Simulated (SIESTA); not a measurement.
CdO (Monteponite) under changes of volume

One of the cells (12.970 Å³/atom); the others are scaled copies at fixed shape and fractional positions:

```
CELL_PARAMETERS angstrom
0.00000 2.34950 2.34950
2.34950 0.00000 2.34950
2.34950 2.34950 0.00000
ATOMIC_POSITIONS crystal
Cd 0.00000 0.00000 0.00000
O 0.50000 0.50000 0.50000
```

- Program: SIESTA 5.4.2
- Functional: RPBE
- Potentials or basis: PseudoDojo 0.4 standard (PBE files)
- Basis: DZP (energy shift 0.002 Ry)
- Grid cutoff: 800 Ry
- Energy shift: 0.002 Ry
- k mesh: 10 × 10 × 10
- Occupations: fermi-dirac, width 0.05 eV
- Spin: no spin polarisation

```tsv
volume (Å³/atom)	energy over the lowest point (meV/atom)	pressure (GPa)
12.191	115.77	23.2
12.451	?	?
12.710	54.52	15.0
12.970	33.29	11.3
13.229	17.54	8.2
13.488	6.51	5.4
13.748	0.00	2.7
```

Task: What does the run at 12.451 Å³/atom give?

Result: Energy over the lowest point 81.81 meV/atom; pressure 18.8 GPa.

Worked out: A Birch-Murnaghan fit of order 3 (a polynomial in V^(-2/3)) to the other rows has its minimum at 14.07 Å³/atom, just outside them, with B0 = V·E''(V) = 116 GPa and B' = 4.7. It gives 81.74 meV/atom at 12.451 Å³/atom, against the run's 81.81, and -dE/dV = 18.8 GPa, against 18.8.

Energies are extrapolated to zero smearing.

Caveats: semicore shells carry a single zeta, which can move pressures by several GPa and volumes by a few percent; the potentials were made for another functional, which shifts forces and pressure; the basis of atomic orbitals isn't converged, which shifts pressures, moduli and gaps.
